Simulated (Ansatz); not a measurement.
A surface is cut from this relaxed crystal of Al:

```
Al
1.0
     0.00000    2.02031    2.02031
     2.02031    0.00000    2.02031
     2.02031    2.02031    0.00000
Al
1
Direct
  0.00000 0.00000 0.00000
```

Miller indices refer to the conventional cell of Fm-3m (No. 225), a = 4.041 Å, b = 4.041 Å, c = 4.041 Å, α = 90.00°, β = 90.00°, γ = 90.00°.

Theory: DFT PBE, scalar-relativistic, plane waves, PAW in Ansatz 0.2.0. Cutoff 420 eV, Gaussian smearing of 0.10 eV, no spin polarisation. A dipole correction acts along the normal.

A relaxed slab with low-index faces, about a nanometre thick, has these properties:

| Item | Value |
| --- | --- |
| Surface energy (mean of both faces) | 0.93 J/m² |
| Work function | 4.24 eV |

Q: Which low-index plane was cut?

A: The (100) plane.